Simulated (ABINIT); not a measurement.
# PbS (Cmcm) in ABINIT: a series of runs

Aim: see how the results for PbS move with the level of theory and the settings. Levels: PBE, LDA. Tasks: single point, relaxation of cell and atoms.

Program: ABINIT 10.8.3 (patched build). These are calculated values, not measurements. Logs are shortened: lines on timing, memory, paths and dates and some standing lists are left out, and cuts for length are marked. The log counts tension as positive stress, the text compression.

## Step 1: Starting point

Symmetry: Cmcm, No. 63, orthorhombic system. The conventional cell has a = 4.160 Å, b = 11.983 Å, c = 4.279 Å, α = 90.00°, β = 90.00°, γ = 90.00°. Pb (site symmetry m2m) has 5 S at 2.69 to 2.99 Å as nearest neighbours. Around S (site symmetry m2m) lie 5 Pb at 2.69 to 2.99 Å.

Measurements of this composition are mostly on another form, of space group No. 225.

## Step 2: Single point, PBE

Contents of run.abi:

```
pp_dirpath "./"
pseudos "Pb.upf, S.upf"

acell 11.9847737919 11.9847737919 8.086744576
rprim
     0.3279612126    -0.9446911892     0.0000000000
     0.3279612126     0.9446911892     0.0000000000
     0.0000000000     0.0000000000     1.0000000000
ntypat 2
znucl 82 16
natom 4
typat 1 1 2 2
xred
     0.1305633500     0.8694366500     0.2500000000
     0.8694366500     0.1305633500     0.7500000000
     0.3547970900     0.6452029100     0.2500000000
     0.6452029100     0.3547970900     0.7500000000
chkprim 0
chksymtnons 0
tolsym 1.0e-6

ecut 26.0

kptopt 1
ngkpt 5 5 4
nshiftk 1
shiftk 0.0 0.0 0.0

ixc 11

nband 24
occopt 3
tsmear 0.05 eV

nstep 100
tolvrs 1.0e-10

iomode 3
prtwf 0
prtden 0
prteig 0
prtebands 0
enunit 1
```

Potentials or basis: PseudoDojo NC SR PBE v0.4.1 standard.

Command:

```sh
mpirun --bind-to none -np 4 abinit run.abi > log 2>&1
```

run.abo:

```text
.Version 10.8.3 of ABINIT
 Symmetries : space group Cm c m (# 63); Bravais oC (1-face-center ortho.)
================================================================================
 Values of the parameters that define the memory need of the present run
     intxc =       0    ionmov =       0      iscf =       7    lmnmax =       6
     lnmax =       6     mgfft =      60  mpssoang =       3    mqgrid =    3001
     natom =       4  nloc_mem =       1    nspden =       1   nspinor =       1
    nsppol =       1      nsym =       8    n1xccc =    2501    ntypat =       2
    occopt =       3   xclevel =       2
       mpw =        4572          nfft =      144000          nkpt =          27
================================================================================
================================================================================

--------------------------------------------------------------------------------
------------- Echo of variables that govern the present computation ------------
--------------------------------------------------------------------------------
 -outvars: echo values of preprocessed input variables --------
            acell      1.1984773792E+01  1.1984773792E+01  8.0867445760E+00 Bohr
              amu      2.07200000E+02  3.20660000E+01
          chkprim           0
      chksymtnons           0
             ecut      2.60000000E+01 Hartree
           enunit           1
              ixc          11
         kptrlatt        5    0    0      0    5    0      0    0    4
          kptrlen      3.23469783E+01
            natom           4
            nband          24
            ngfft          60      60      40
             nkpt          27
            nstep         100
             nsym           8
           ntypat           2
           occopt           3
           prtden           0
        prtebands           0
           prteig           0
            prtwf           0
            rprim      3.2796121260E-01 -9.4469118920E-01  0.0000000000E+00
                       3.2796121260E-01  9.4469118920E-01  0.0000000000E+00
                       0.0000000000E+00  0.0000000000E+00  1.0000000000E+00
          spgroup          63
           tolsym      1.00000000E-06
           tolvrs      1.00000000E-10
           tsmear      1.83746611E-03 Hartree
            typat      1  1  2  2
           xangst      2.0799526935E+00  4.4268092828E+00  1.0698302343E+00
                       2.0799526935E+00 -4.4268092828E+00  3.2094907028E+00
                       2.0799526935E+00  1.7399074777E+00  1.0698302343E+00
                       2.0799526935E+00 -1.7399074777E+00  3.2094907028E+00
            xcart      3.9305409455E+00  8.3654571560E+00  2.0216861440E+00
                       3.9305409455E+00 -8.3654571560E+00  6.0650584320E+00
                       3.9305409455E+00  3.2879486173E+00  2.0216861440E+00
                       3.9305409455E+00 -3.2879486173E+00  6.0650584320E+00
[... 127 lines left out ...]
    2      -0.021763998966      0.021763998966     -0.000000000000
    3      -0.026197999729      0.026197999729      0.000000000000
    4       0.026197999729     -0.026197999729      0.000000000000

 cartesian coordinates (angstrom) at end:
    1      2.07995269348360     4.42680928275636     1.06983023427738
    2      2.07995269348360    -4.42680928275636     3.20949070283213
    3      2.07995269348360     1.73990747769946     1.06983023427738
    4      2.07995269348360    -1.73990747769946     3.20949070283213

 cartesian forces (hartree/bohr) at end:
    1     -0.00000000000000     0.00192229037069    -0.00000000000000
    2      0.00000000000000    -0.00192229037069     0.00000000000000
    3     -0.00000000000000    -0.00231392046505    -0.00000000000000
    4     -0.00000000000000     0.00231392046505    -0.00000000000000
 frms,max,avg= 1.2281034E-03 2.3139205E-03   0.000E+00  0.000E+00  0.000E+00 h/b

 cartesian forces (eV/Angstrom) at end:
    1     -0.00000000000000     0.09884814521784    -0.00000000000000
    2      0.00000000000000    -0.09884814521784     0.00000000000000
    3     -0.00000000000000    -0.11898657436925    -0.00000000000000
    4     -0.00000000000000     0.11898657436925    -0.00000000000000
 frms,max,avg= 6.3151617E-02 1.1898657E-01   0.000E+00  0.000E+00  0.000E+00 e/A
 length scales= 11.984773791900 11.984773791900  8.086744576000 bohr
              =  6.342069164198  6.342069164198  4.279320937110 angstroms
 Fermi (or HOMO) energy (eV) =   4.29223   Average Vxc (eV)=  -9.80283
 Eigenvalues (   eV  ) for nkpt=  27  k points:
 kpt#   1, nband= 24, wtk=  0.01000, kpt=  0.0000  0.0000  0.0000 (reduced coord)
 -12.68953  -12.58330  -12.57789  -12.56610  -12.53699  -12.52244  -12.52155  -12.51306
 -12.50685  -12.46418   -9.26786   -7.48070   -3.10143   -2.15526   -0.48553    0.77986
   1.33683    2.06295    2.23816    3.22162    8.35427    8.43283    8.58612    9.28096
 prteigrs : prtvol=0 or 1, do not print more k-points.

--- !EnergyTerms
iteration_state     : {dtset: 1, }
comment             : Components of total free energy in Hartree
kinetic             :  7.68709375054122E+01
hartree             :  3.17013145752085E+01
xc                  : -4.63273496442847E+01
Ewald energy        : -1.09485257127301E+02
psp_core            :  5.95050428343240E+00
local_psp           : -9.57061806174122E+01
non_local_psp       : -2.59160992259941E+01
internal            : -1.62912130250939E+02
'-kT*entropy'       : -9.87402519940204E-09
total_energy        : -1.62912130260813E+02
total_energy_eV     : -4.43306490068255E+03
band_energy         : -1.01250420089457E+01
...

 Cartesian components of stress tensor (hartree/bohr^3)
  sigma(1 1)= -3.30175344E-05  sigma(3 2)=  0.00000000E+00
  sigma(2 2)= -5.00275692E-05  sigma(3 1)=  0.00000000E+00
  sigma(3 3)= -3.02159521E-05  sigma(2 1)=  0.00000000E+00

-Cartesian components of stress tensor (GPa)         [Pressure=  1.1108E+00 GPa]
- sigma(1 1)= -9.71409400E-01  sigma(3 2)=  0.00000000E+00
- sigma(2 2)= -1.47186190E+00  sigma(3 1)=  0.00000000E+00
- sigma(3 3)= -8.88984004E-01  sigma(2 1)=  0.00000000E+00

== END DATASET(S) ==============================================================
================================================================================

 -outvars: echo values of variables after computation  --------
            acell      1.1984773792E+01  1.1984773792E+01  8.0867445760E+00 Bohr
           etotal     -1.6291213026E+02
            fcart     -1.0272592102E-19  1.9222903707E-03 -6.0968670536E-32
                       5.4023871334E-19 -1.9222903707E-03  1.8290601161E-31
                      -1.7073892773E-19 -2.3139204650E-03 -6.0968670536E-32
                      -2.6677386459E-19  2.3139204650E-03 -6.0968670536E-32
            rprim      3.2796121260E-01 -9.4469118920E-01  0.0000000000E+00
                       3.2796121260E-01  9.4469118920E-01  0.0000000000E+00
                       0.0000000000E+00  0.0000000000E+00  1.0000000000E+00
           strten     -3.3017534413E-05 -5.0027569166E-05 -3.0215952145E-05
                       0.0000000000E+00  0.0000000000E+00  0.0000000000E+00
           xangst      2.0799526935E+00  4.4268092828E+00  1.0698302343E+00
                       2.0799526935E+00 -4.4268092828E+00  3.2094907028E+00
                       2.0799526935E+00  1.7399074777E+00  1.0698302343E+00
                       2.0799526935E+00 -1.7399074777E+00  3.2094907028E+00
             xred      1.3056335000E-01  8.6943665000E-01  2.5000000000E-01
                       8.6943665000E-01  1.3056335000E-01  7.5000000000E-01
                       3.5479709000E-01  6.4520291000E-01  2.5000000000E-01
                       6.4520291000E-01  3.5479709000E-01  7.5000000000E-01
 Calculation completed.
```

Run time: 42 s. Hardware: 4 MPI ranks of Arm Neoverse V1, shared host; peak memory 0.4 GiB.

What came out:

```
Free energy                                           : -4433.0649 eV
Pressure                                              : 1.1 GPa
Largest force                                         : 0.119 eV/Å
Band gap on the k mesh                                : 1.29 eV, indirect (least direct gap 1.30 eV)
Valence electrons inside the program's atomic spheres : Pb 10.05; S 3.85
```

Forces on the atoms (eV/Å):
```
Pb   0.000  0.099  0.000
Pb   0.000 -0.099  0.000
S    0.000 -0.119  0.000
S    0.000  0.119  0.000
```

Stress tensor (GPa, compression positive):
```
0.97 0.00 0.00
0.00 1.47 0.00
0.00 0.00 0.89
```

Caveat: spin-orbit coupling is left out, which as a rule narrows the gap of such compounds by several tenths of an eV; an odd mesh through Γ misses points on the zone boundary, where band edges often lie.

## Step 3: Relaxation of cell and atoms, LDA

Edit run.abi of step 2 so:

```diff
@@ -1,5 +1,7 @@
+# Pseudopotentials
 pp_dirpath "./"
-pseudos "Pb.upf, S.upf"
+pseudos "Pb.LDA_PW-JTH.xml, S.LDA_PW-JTH.xml"
 
-acell 11.9847737919 11.9847737919 8.086744576
+# Structure
+acell 6.3420691685 6.3420691685 4.27932094 Angstrom
 rprim
@@ -21,6 +23,9 @@
 
-ecut 26.0
+# Plane-wave basis
+ecut 598.650497 eV
+pawecutdg 44.0
 
+# k points
 kptopt 1
-ngkpt 5 5 4
+ngkpt 4 4 4
 nshiftk 1
@@ -28,4 +33,6 @@
 
-ixc 11
+# Exchange and correlation
+ixc 7
 
+# Bands and occupations
 nband 24
@@ -34,5 +41,7 @@
 
+# SCF cycle
 nstep 100
-tolvrs 1.0e-10
+tolvrs 1.0e-9
 
+# Output
 iomode 3
@@ -42,2 +51,11 @@
 prtebands 0
-enunit 1
+enunit 2
+prtvol 2
+
+# Relaxation
+ionmov 22
+ntime 60
+tolmxf 0.0002
+optcell 2
+dilatmx 1.08
+ecutsm 0.5
```

Potentials or basis: JTH PAW LDA v2.0.

Command:

```sh
abinit run.abi > log 2>&1
```

run.abo:

```text
.Version 10.8.3 of ABINIT
 Symmetries : space group Cm c m (# 63); Bravais oC (1-face-center ortho.)
================================================================================
 Values of the parameters that define the memory need of the present run
     intxc =       0    ionmov =      22      iscf =      17    lmnmax =      18
     lnmax =       6     mgfft =      60  mpssoang =       3    mqgrid =    3001
     natom =       4  nloc_mem =       2    nspden =       1   nspinor =       1
    nsppol =       1      nsym =       8    n1xccc =       1    ntypat =       2
    occopt =       3   xclevel =       1
       mpw =        4483          nfft =      144000          nkpt =          21
 PAW method is used; the additional fine FFT grid is defined by:
   mgfftf=        80    nfftf =    345600
================================================================================
================================================================================

--------------------------------------------------------------------------------
------------- Echo of variables that govern the present computation ------------
--------------------------------------------------------------------------------
 -outvars: echo values of preprocessed input variables --------
            acell      1.1984773800E+01  1.1984773800E+01  8.0867445815E+00 Bohr
              amu      2.07200000E+02  3.20660000E+01
          chkprim           0
      chksymtnons           0
          dilatmx      1.08000000E+00
             ecut      2.20000000E+01 Hartree
           ecutsm      5.00000000E-01 Hartree
[... 1573 lines left out ...]
     3        0.004284193180     -0.004284193180      0.000000000000
     4       -0.004284193180      0.004284193180      0.000000000000

 Cartesian components of stress tensor (hartree/bohr^3)
  sigma(1 1)=  1.78187663E-06  sigma(3 2)=  0.00000000E+00
  sigma(2 2)=  1.94492350E-06  sigma(3 1)=  0.00000000E+00
  sigma(3 3)= -1.11936941E-06  sigma(2 1)=  0.00000000E+00

-Cartesian components of stress tensor (GPa)         [Pressure= -2.5571E-02 GPa]
- sigma(1 1)=  5.24246205E-02  sigma(3 2)=  0.00000000E+00
- sigma(2 2)=  5.72216250E-02  sigma(3 1)=  0.00000000E+00
- sigma(3 3)= -3.29329851E-02  sigma(2 1)=  0.00000000E+00

== END DATASET(S) ==============================================================
================================================================================

 -outvars: echo values of variables after computation  --------
            acell      1.1447999089E+01  1.1447999089E+01  7.9113754649E+00 Bohr
           etotal     -1.4360613993E+02
            fcart      8.6015458976E-21 -3.2781014483E-05 -0.0000000000E+00
                       2.5991197990E-20  3.2781014483E-05 -0.0000000000E+00
                      -1.7032323618E-20  1.3702536248E-04 -1.9942446385E-31
                      -1.7560420270E-20 -1.3702536248E-04  1.9942446385E-31
            rprim      3.3532404447E-01 -9.4210285277E-01  0.0000000000E+00
                       3.3532404447E-01  9.4210285277E-01  0.0000000000E+00
                       0.0000000000E+00  0.0000000000E+00  1.0000000000E+00
           strten      1.7818766318E-06  1.9449235023E-06 -1.1193694107E-06
                       0.0000000000E+00  0.0000000000E+00  0.0000000000E+00
           xangst      2.0313998430E+00  4.2801258576E+00  1.0466299000E+00
                       2.0313998430E+00 -4.2801258576E+00  3.1398897001E+00
                       2.0313998430E+00  1.6085246227E+00  1.0466299000E+00
                       2.0313998430E+00 -1.6085246227E+00  3.1398897001E+00
             xred      1.2502915083E-01  8.7497084917E-01  2.5000000000E-01
                       8.7497084917E-01  1.2502915083E-01  7.5000000000E-01
                       3.5908128318E-01  6.4091871682E-01  2.5000000000E-01
                       6.4091871682E-01  3.5908128318E-01  7.5000000000E-01
 Calculation completed.
```

Wall time 13 min (1 thread of Arm Neoverse V2, shared host); peak memory 0.23 GiB.

What came out:

| Item | Value |
| --- | --- |
| Free energy | -3907.7221 eV |
| Relaxed volume | 24.27 Å³/atom |
| Relaxed cell | a = 6.058 Å, b = 6.058 Å, c = 4.187 Å, α = 90.00°, β = 90.00°, γ = 140.82° |
| Space group after relaxing (to 0.05 Å) | Cmcm (No. 63) |
| Energy gained by relaxing | 26.3 meV/atom |
| Ionic steps | 9 |
| Pressure after relaxing | 0.0 GPa |
| Largest force after relaxing | 0.007 eV/Å |
| Band gap on the k mesh | 1.05 eV, indirect (least direct gap 1.64 eV) |
| Valence electrons inside the program's atomic spheres | Pb 11.36; S 3.54 |

Forces in eV/Å, atoms in the order of the input:
```
Pb   0.000 -0.002  0.000
Pb   0.000  0.002  0.000
S    0.000  0.007  0.000
S    0.000 -0.007  0.000
```

Step by step:
| step | energy change (eV) | largest force (eV/Å) | pressure (GPa) | volume (Å³) |
| --- | --- | --- | --- | --- |
| 1 | 0.0000 | 0.1074 | -3.53 | 106.65 |
| 2 | -0.0240 | 0.0159 | -2.86 | 105.51 |
| 3 | -0.0873 | 0.1617 | -0.03 | 99.31 |
| 4 | -0.0962 | 0.0434 | -0.02 | 97.83 |
| 5 | -0.0984 | 0.0365 | -0.08 | 97.86 |
| 6 | -0.1033 | 0.0516 | -0.05 | 97.49 |
| 7 | -0.1048 | 0.0202 | -0.06 | 97.22 |
| 8 | -0.1051 | 0.0040 | 0.01 | 97.04 |
| 9 | -0.1051 | 0.0070 | -0.03 | 97.08 |

Final structure:
```
Pb S
1.0
     2.03140   -5.70728    0.00000
     2.03140    5.70728    0.00000
     0.00000    0.00000    4.18652
Pb S
2 2
Direct
  0.12503 0.87497 0.25000
  0.87497 0.12503 0.75000
  0.35908 0.64092 0.25000
  0.64092 0.35908 0.75000
```

Levels at points of the mesh, in eV from the valence-band top:
```
           k point  band 17  band 18  band 19  band 20  band 21  band 22  band 23  band 24
(0.00, 0.00, 0.00)    -2.54    -1.97    -1.62    -0.60     4.55     4.60     4.96     5.56
(0.50, 0.00, 0.00)    -1.50    -1.23    -0.36    -0.31     1.68     1.78     1.89     3.03
(0.50, 0.50, 0.00)    -2.22    -1.72    -1.44    -0.59     1.05     4.39     4.67     4.75
(0.00, 0.00, 0.50)    -1.19    -1.19     0.00     0.00     1.64     1.64     2.59     2.59
(0.50, 0.00, 0.50)    -3.62    -3.62    -1.48    -1.48     3.27     3.27     5.55     5.55
(0.50, 0.50, 0.50)    -1.14    -1.14    -0.60    -0.60     1.72     1.72     3.19     3.19
```

Caveat: spin-orbit coupling is left out, which as a rule narrows the gap of such compounds by several tenths of an eV.
